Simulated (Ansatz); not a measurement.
# Ir: a strain scan

The task, for Ir: strain the cell along the Voigt pattern (0, 0, 1, 0, 0, 0).

Method: DFT PBE, scalar-relativistic, plane waves, PAW, in Ansatz 0.2.0.

## Step 1: The structure to begin with

Symmetry: Fm-3m, No. 225, cubic system. The conventional cell has a = 3.839 Å, b = 3.839 Å, c = 3.839 Å, α = 90.00°, β = 90.00°, γ = 90.00°. Ir (site symmetry m-3m) is surrounded by 12 Ir at 2.71 Å.

Coordinates:

```cif
data_structure
_symmetry_space_group_name_H-M 'P 1'
_symmetry_Int_Tables_number 1
_cell_length_a 2.7149
_cell_length_b 2.7149
_cell_length_c 2.7149
_cell_angle_alpha 60.000
_cell_angle_beta 60.000
_cell_angle_gamma 60.000
_cell_volume 14.15
loop_
_atom_site_label
_atom_site_type_symbol
_atom_site_fract_x
_atom_site_fract_y
_atom_site_fract_z
_atom_site_occupancy
Ir1 Ir 0.00000 0.00000 0.00000 1
```

No relaxation comes first: the listed cell is the starting point.

## Step 2: Zero of energy

Reference values: F = -11935.3023 eV; pressure 9.13 GPa; largest force 0.000 eV/Å; gap on the mesh none (metal). It was computed beforehand with the settings of the runs below.

## Step 3: Setting up a strain scan

The cell is strained by ε times the Voigt pattern (0, 0, 1, 0, 0, 0) (xx, yy, zz, yz, xz, xy; engineering shear), with fractional coordinates fixed (clamped ions). The stress on the pattern is the sum of the stress components weighted by it, tension positive.

## Step 4: Point ε = -0.1500

input.yaml

```yaml
crystal:
  lattice:
    - [0.0, 1.9197, 1.631745]
    - [1.9197, 0.0, 1.631745]
    - [1.9197, 1.9197, 0.0]
  atoms:
    - { symbol: Ir, position: [0.0, 0.0, 0.0] }
basis:
  ecutwfc: 420
kpoints:
  mp_grid: { grid: [22, 22, 22] }
hamiltonian:
  xc: pbe
scf:
  occupations: { method: gaussian, width: 0.15 }
output:
  forces: true
  stress: true
  eigenvalues: true
```

The run is started by

```console
> ansatz run input.yaml --threads 1 --pin off --max-ram 2560MiB --backend cpu --events-out ev --progress --plain --runs-dir out
```

## Step 5: At ε = 0.1125

input.yaml: that of step 4 with these lines changed.

```diff
@@ -2,4 +2,4 @@
   lattice:
-    - [0.0, 1.9197, 1.631745]
-    - [1.9197, 0.0, 1.631745]
+    - [0.0, 1.9197, 2.13566625]
+    - [1.9197, 0.0, 2.13566625]
     - [1.9197, 1.9197, 0.0]
```

## Step 6: Point ε = -0.0750

input.yaml: that of step 5 with these lines changed.

```diff
@@ -2,4 +2,4 @@
   lattice:
-    - [0.0, 1.9197, 2.13566625]
-    - [1.9197, 0.0, 2.13566625]
+    - [0.0, 1.9197, 1.7757225]
+    - [1.9197, 0.0, 1.7757225]
     - [1.9197, 1.9197, 0.0]
```

## Step 7: Point ε = 0.0375

input.yaml: that of step 6 with these lines changed.

```diff
@@ -2,4 +2,4 @@
   lattice:
-    - [0.0, 1.9197, 1.7757225]
-    - [1.9197, 0.0, 1.7757225]
+    - [0.0, 1.9197, 1.99168875]
+    - [1.9197, 0.0, 1.99168875]
     - [1.9197, 1.9197, 0.0]
```

## Step 8: Point ε = 0.1500

input.yaml: that of step 7 with these lines changed.

```diff
@@ -2,4 +2,4 @@
   lattice:
-    - [0.0, 1.9197, 1.99168875]
-    - [1.9197, 0.0, 1.99168875]
+    - [0.0, 1.9197, 2.207655]
+    - [1.9197, 0.0, 2.207655]
     - [1.9197, 1.9197, 0.0]
```

## Step 9: At ε = -0.1125

input.yaml: that of step 8 with these lines changed.

```diff
@@ -2,4 +2,4 @@
   lattice:
-    - [0.0, 1.9197, 2.207655]
-    - [1.9197, 0.0, 2.207655]
+    - [0.0, 1.9197, 1.70373375]
+    - [1.9197, 0.0, 1.70373375]
     - [1.9197, 1.9197, 0.0]
```

## Step 10: Point ε = 0.0750

input.yaml: that of step 9 with these lines changed.

```diff
@@ -2,4 +2,4 @@
   lattice:
-    - [0.0, 1.9197, 1.70373375]
-    - [1.9197, 0.0, 1.70373375]
+    - [0.0, 1.9197, 2.0636775]
+    - [1.9197, 0.0, 2.0636775]
     - [1.9197, 1.9197, 0.0]
@@ -19 +19,5 @@
   eigenvalues: true
+  write_density: true
+  write_potential: true
+  elf: true
+  volumetric_format: npy
```

## Step 11: At ε = -0.0375

input.yaml

```yaml
crystal:
  lattice:
    - [0.0, 1.9197, 1.84771125]
    - [1.9197, 0.0, 1.84771125]
    - [1.9197, 1.9197, 0.0]
  atoms:
    - { symbol: Ir, position: [0.0, 0.0, 0.0] }
basis:
  ecutwfc: 420
kpoints:
  mp_grid: { grid: [22, 22, 22] }
hamiltonian:
  xc: pbe
scf:
  occupations: { method: gaussian, width: 0.15 }
output:
  forces: true
  stress: true
  eigenvalues: true
```

## Step 12: At ε = 0.1312

input.yaml: that of step 11 with these lines changed.

```diff
@@ -2,4 +2,4 @@
   lattice:
-    - [0.0, 1.9197, 1.84771125]
-    - [1.9197, 0.0, 1.84771125]
+    - [0.0, 1.9197, 2.17156464]
+    - [1.9197, 0.0, 2.17156464]
     - [1.9197, 1.9197, 0.0]
```

(Steps that only read results are left out.)

What does the calculation give? Wanted: slope of the stress at ε = 0, over ±0.0375.

The runs gave:

| quantity | value |
| --- | --- |
| slope of the stress at ε = 0, over ±0.0375 | 647 GPa |

From the stress slope, C33 is about 647 GPa with the ions clamped. The step is wide, so higher orders mix in. The reference stands under 9.1 GPa, so this is no zero-stress constant. No sampled point lies below the undisturbed cell. Compression costs more than tension: 986.8 against 336.6 meV/atom at the ends. Spin-orbit coupling is left out for Ir.
